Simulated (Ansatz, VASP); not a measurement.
# One calculation of MgO2, two programs

```
CELL_PARAMETERS angstrom
4.54743 0.00000 0.00000
0.00000 4.54743 0.00000
0.00000 0.00000 4.54743
ATOMIC_POSITIONS crystal
Mg 0.00000 0.50000 0.50000
Mg 0.50000 0.50000 0.00000
Mg 0.50000 0.00000 0.50000
Mg 0.00000 0.00000 0.00000
O 0.40904 0.09096 0.90904
O 0.09096 0.90904 0.40904
O 0.90904 0.40904 0.09096
O 0.59096 0.59096 0.59096
O 0.40904 0.40904 0.40904
O 0.09096 0.59096 0.90904
O 0.90904 0.09096 0.59096
O 0.59096 0.90904 0.09096
```

Alike in both runs: functional LDA; k mesh 5 × 5 × 5; no spin polarisation.

Ansatz relaxed the structure, and its values are those at the end. VASP's run is a single point on that final structure, the one shown.

|  | VASP | Ansatz |
| --- | --- | --- |
| version | VASP 6.6.1 | Ansatz 0.2.0 |
| potentials or method | VASP PAW LDA potentials, release 64 (Mg, O) | scalar-relativistic, plane waves, PAW |
| plane-wave cutoff (eV) | 520 | 600 |
| occupations | gaussian, width 0.01 eV | fixed |
| valence electrons in the cell | 56 | 88 |

Ansatz gave:

```
gap on the k mesh at the Fermi level (eV) : 4.71
least direct gap on the mesh (eV)         : 4.86
rms of the force components (eV/Å)        : 0.000
```

Task: Which values does VASP return?

Result: gap on the k mesh at the Fermi level (eV): 4.67; least direct gap on the mesh (eV): 4.82; rms of the force components (eV/Å): 0.153.

One of these differences is far larger than is usual between the two programs; its cause wasn't traced. The two sets of potentials don't hold the same shells in valence.

Caveats: an odd mesh through Γ misses points on the zone boundary, where band edges often lie.
